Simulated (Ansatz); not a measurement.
BN built on the h-MgO prototype (no longer in that coordination), 4 atoms and 16 valence electrons in a cell of about 37 Å³, was run 9 times in the PAW code Ansatz, each time on 2 threads of Arm Neoverse V1, on a shared host.

| run | k mesh | irreducible k | cutoff (eV) | plane waves | bands | SCF iterations | wall time | peak host memory (GiB) |
| --- | --- | --- | --- | --- | --- | --- | --- | --- |
| G0W0, PBE, 60 empty bands, 80 eV | 6×6×2 | 14 | 420 | 713 | 12 | 6 | 5.5 s | 0.27 |
| G0W0, PBE, 140 empty bands, 140 eV | 6×6×2 | 14 | 420 | 713 | 12 | 6 | ? | ? |
| G0W0, PBE, 257 empty bands, 210 eV | 6×6×2 | 14 | 420 | 713 | 12 | 6 | 53 s | 0.45 |
| G0W0, HSE06, 140 empty bands, 140 eV | 6×6×2 | 14 | 420 | 713 | 12 | 10 | 49 s | 0.61 |
| G0W0, LDA, 140 empty bands, 140 eV | 6×6×2 | 14 | 420 | 713 | 12 | 6 | ? | ? |
| G0W0, r2SCAN, 140 empty bands, 140 eV | 6×6×2 | 14 | 500 | 979 | 12 | 7 | 20 s | 0.4 |
| G0W0, PBE, 140 empty bands, 140 eV, plasmon pole | 6×6×2 | 14 | 420 | 713 | 12 | 6 | ? | ? |
| G0W0, PBE, 60 empty bands, 80 eV | 9×9×4 | 36 | 420 | 713 | 12 | 6 | 49 s | 0.33 |
| G0W0, PBE, 140 empty bands, 140 eV, norm-conserving | 6×6×2 | 14 | 1240 | 3705 | 12 | 7 | ? | ? |

(1) Estimate the missing times and memories.

Answers

(1)

| run | wall time | peak host memory (GiB) |
| --- | --- | --- |
| G0W0, PBE, 140 empty bands, 140 eV, plasmon pole | 23 s | 0.41 |
| G0W0, PBE, 140 empty bands, 140 eV, norm-conserving | 40 s | 0.48 |
| G0W0, PBE, 140 empty bands, 140 eV | 16 s | 0.33 |
| G0W0, LDA, 140 empty bands, 140 eV | 15 s | 0.32 |
